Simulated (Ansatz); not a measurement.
Molecular dynamics on a 1×1×1 supercell (4 atoms) of NaI (wurtzite), relaxed with r2SCAN. Forces come from PBE in the plane-wave code Ansatz: constant energy and volume (NVE), velocities drawn at 800 K, steps of 3 fs. Computed, non-magnetic; the trajectory is short and the cell small, so nothing here is a converged average. The structure comes from a prototype and may be hypothetical.

```yaml
crystal:
  lattice:
    - [5.4164807906, 0.0, 0.0]
    - [-2.7082403953, 4.6908099638, 0.0]
    - [0.0, 0.0, 6.4591768406]
  atoms:
    - { symbol: Na, position: [0.3333333333, 0.6666666667, -0.0625512453] }
    - { symbol: Na, position: [0.6666666667, 0.3333333333, 0.4374487547] }
    - { symbol: I, position: [0.3333333333, 0.6666666667, 0.4375512453] }
    - { symbol: I, position: [0.6666666667, 0.3333333333, 0.9375512453] }
kpoints:
  mp_grid: { grid: [6, 6, 2] }
hamiltonian:
  xc: pbe
scf:
  occupations: { method: fermi_dirac, width: 0.069 }
md:
  ensemble: nve
  temperature: 800
  timestep: 3.0
  n_steps: 20
  initial_velocities: maxwell_boltzmann
  seed: 9173
```

Run as `ansatz run input.yaml --threads 4 --pin off --max-ram 3686MiB --backend cpu --events-out ev --progress --plain --runs-dir out`. It took 85 s on 4 threads of Arm Neoverse N1 (shared host), load about 0.9 per core; peak host memory 0.6 GiB.

| step | t (fs) | T (K) | free energy F from step 0 (meV/atom) | kinetic energy (meV/atom) | largest force (eV/Å) |
| --- | --- | --- | --- | --- | --- |
| 0 | 0 | 800 | 0.0 | 77.6 | 0.00 |
| 1 | 3 | 798 | 0.2 | 77.3 | 0.04 |
| 2 | 6 | 791 | 0.9 | 76.7 | 0.09 |
| 3 | 9 | 780 | 2.0 | 75.6 | 0.13 |
| 4 | 12 | 764 | 3.5 | 74.1 | 0.18 |
| 5 | 15 | 745 | 5.4 | 72.2 | 0.23 |
| 6 | 18 | 721 | 7.6 | 69.9 | 0.28 |
| 7 | 21 | 695 | 10.2 | 67.4 | 0.32 |
| 8 | 24 | 666 | 13.0 | 64.6 | 0.37 |
| 9 | 27 | 636 | 16.0 | 61.6 | 0.42 |
| 10 | 30 | 604 | 19.0 | 58.5 | 0.46 |
| 11 | 33 | 572 | 22.2 | 55.4 | 0.50 |
| 12 | 36 | 540 | 25.2 | 52.4 | 0.54 |
| 13 | 39 | 510 | 28.1 | 49.5 | 0.58 |
| 14 | 42 | 483 | 30.8 | 46.8 | 0.60 |
| 15 | 45 | 458 | 33.2 | 44.4 | 0.62 |
| 16 | 48 | 437 | 35.2 | 42.4 | 0.64 |
| 17 | 51 | 420 | 36.9 | 40.7 | 0.64 |
| 18 | 54 | 407 | 38.2 | 39.4 | 0.64 |
| 19 | 57 | 398 | 39.1 | 38.5 | 0.63 |
| 20 | 60 | 392 | 39.6 | 38.0 | 0.61 |

The temperature goes from 800 K to 392 K in 60 fs. The atoms start on their lattice sites with kinetic energy alone, so much of it first passes into potential energy. The conserved energy stays within 0.05 meV an atom. By the last step the atoms have moved 0.23 Å in the root mean square, the drift of the whole cell taken out, 0.27 Å at most.

Positions (Å) and forces (eV/Å) at step 20:
```
Na  -0.105   3.000  -0.176     0.414   0.316  -0.162
Na   2.705   1.544   2.625    -0.051  -0.153   0.153
I   -0.031   2.933   2.889     0.084   0.254   0.049
I    2.758   1.784   5.988    -0.447  -0.418  -0.040
```
